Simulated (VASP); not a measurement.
Method: PBEsol GGA, VASP's PBE PAW potentials (set 64) (plane waves; VASP).

Input for VASP

File KPOINTS:
```
Automatic mesh
0
G
 6 6 6
0 0 0
```

INCAR:
```
ALGO  =  Normal
EDIFF  =  1E-6
EDIFFG  =  -0.01
ENCUT  =  400
GGA  =  PS
IBRION  =  2
ISIF  =  3
ISMEAR  =  0
LASPH  =  .True.
LCHARG  =  .False.
LMAXMIX  =  4
LREAL  =  .False.
LWAVE  =  .False.
NELM  =  100
NSW  =  60
PREC  =  Accurate
SIGMA  =  0.05
SYSTEM  =  CsCl
```

File POSCAR:
```
CsCl
1.0
  4.0730141105   0.0000000000   0.0000000000
  0.0000000000   4.0730141105   0.0000000000
  0.0000000000   0.0000000000   4.0730141105
Cs Cl
1 1
Direct
  0.0000000000   0.0000000000   0.0000000000
  0.5000000000   0.5000000000   0.5000000000
```

POTCAR, in this order: Cs_sv Cl (PBE.64 set). Program: vasp_std.

The run wrote:

OSZICAR:
```
       N       E                     dE             d eps       ncg     rms          rms(c)
DAV:   1     0.850846565652E+02    0.85085E+02   -0.60782E+03   480   0.945E+02
DAV:   2    -0.126957447109E+01   -0.86354E+02   -0.81873E+02   752   0.172E+02
DAV:   3    -0.714255037240E+01   -0.58730E+01   -0.58587E+01   596   0.510E+01
DAV:   4    -0.719629499002E+01   -0.53745E-01   -0.53729E-01   552   0.621E+00
DAV:   5    -0.719705430925E+01   -0.75932E-03   -0.75925E-03   612   0.714E-01    0.212E+00
DAV:   6    -0.688720823289E+01    0.30985E+00   -0.53220E-01   532   0.429E+00    0.153E+00
DAV:   7    -0.684744646792E+01    0.39762E-01   -0.16636E-01   652   0.235E+00    0.872E-01
DAV:   8    -0.684606185696E+01    0.13846E-02   -0.12574E-02   564   0.834E-01    0.123E-01
DAV:   9    -0.684623238101E+01   -0.17052E-03   -0.22619E-03   632   0.322E-01    0.101E-01
DAV:  10    -0.684630417145E+01   -0.71790E-04   -0.17312E-04   572   0.110E-01    0.200E-02
DAV:  11    -0.684631594286E+01   -0.11771E-04   -0.32775E-05   600   0.390E-02    0.551E-03
DAV:  12    -0.684631553467E+01    0.40819E-06   -0.70426E-06   584   0.168E-02
   1 F= -.68463155E+01 E0= -.68463155E+01  d E =-.684632E+01
```

### OUTCAR
```
------------------------ aborting loop because EDIFF is reached ----------------------------------------
  FORCE on cell =-STRESS in cart. coord.  units (eV):
  Direction    XX          YY          ZZ          XY          YZ          ZX
  --------------------------------------------------------------------------------------
  Total       -0.0067789     -0.0067789     -0.0067789      0.0000000      0.0000000     -0.0000000
  in kB       -0.1607387     -0.1607387     -0.1607387      0.0000000      0.0000000     -0.0000000
  external PRESSURE =      -0.1607387 kB  Pullay stress =       0.0000000 kB
  volume of cell :       67.57
      direct lattice vectors                 reciprocal lattice vectors
     4.073014110  0.000000000  0.000000000     0.245518423  0.000000000  0.000000000
     0.000000000  4.073014110  0.000000000     0.000000000  0.245518423  0.000000000
     0.000000000  0.000000000  4.073014110     0.000000000  0.000000000  0.245518423
 POSITION                                       TOTAL-FORCE (eV/Angst)
 -----------------------------------------------------------------------------------
      0.00000      0.00000      0.00000         0.000000      0.000000      0.000000
      2.03651      2.03651      2.03651         0.000000      0.000000      0.000000
 -----------------------------------------------------------------------------------
    total drift:                               -0.000000      0.000000      0.000000
  FREE ENERGIE OF THE ION-ELECTRON SYSTEM (eV)
  ---------------------------------------------------
  free  energy   TOTEN  =        -6.8463155347 eV

  energy  without entropy=       -6.8463155347  energy(sigma->0) =       -6.84631553

 reached required accuracy - stopping structural energy minimisation
```
(Selected blocks of OUTCAR.)

The compound is CsCl in the CsCl type structure. It was relaxed first. The start is the result of an earlier pass.
